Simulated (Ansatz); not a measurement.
# ZnS: the cost of one run

Program: Ansatz 0.2.0. Level of theory: DFT PBE, scalar-relativistic. These are calculated values, not measurements.

**1. The system as given**

The structure is cubic, space group F-43m (No. 216). The conventional cell has a = 5.409 Å, b = 5.409 Å, c = 5.409 Å, α = 90.00°, β = 90.00°, γ = 90.00°. Zn (site symmetry -43m) has 4 S at 2.34 Å as nearest neighbours. S (site symmetry -43m) has 4 Zn at 2.34 Å as nearest neighbours.

As a file:

```
CELL_PARAMETERS angstrom
0.00000 2.70465 2.70465
2.70465 0.00000 2.70465
2.70465 2.70465 0.00000
ATOMIC_POSITIONS crystal
Zn 0.00000 0.00000 0.00000
S 0.75000 0.75000 0.75000
```

Atoms are numbered in the order of the input: Zn1, S2.

**2. The deformed structure**

Space group F-43m before, I-4m2 after.

**3. Full-potential LAPW**

Input file input.yaml:

```yaml
crystal:
  lattice:
    - [0.0, 2.758743, 2.70465]
    - [2.758743, 0.0, 2.70465]
    - [2.758743, 2.758743, 0.0]
  atoms:
    - { symbol: Zn, position: [0.0, 0.0, 0.0] }
    - { symbol: S, position: [0.75, 0.75, 0.75] }
kpoints:
  mp_grid: { grid: [8, 8, 8] }
  band_path:
    path:
      - [0.0, 0.0, 0.0]
      - [0.0, 0.5, 0.5]
      - [0.25, 0.75, 0.5]
      - [0.0, 0.5, 0.0]
      - [0.0, 0.0, 0.0]
      - [0.5, 0.5, 0.0]
      - [0.38005, 0.61995, 0.0]
      - [-0.38005, 0.38005, 0.0]
      - [0.0, 0.0, 0.0]
    npoints: 5
scf:
  occupations: { method: fermi_dirac, width: 0.01 }
hamiltonian:
  xc: pbe
  pseudopotentials: { kind: all_electron, lapw: { basis_error: 0.00025 } }
output:
  forces: true
  stress: true
  eigenvalues: true
```

Command:

```
$ ansatz run input.yaml --threads 1 --pin off --max-ram 3072MiB --backend cpu --events-out ev --progress --plain --runs-dir out
```

**Question.** How long does this run take on 1 thread of Intel Xeon 6975P-C (Granite Rapids), shared host, and how much memory does it need?

About 20 s, with a peak of 0.38 GiB.
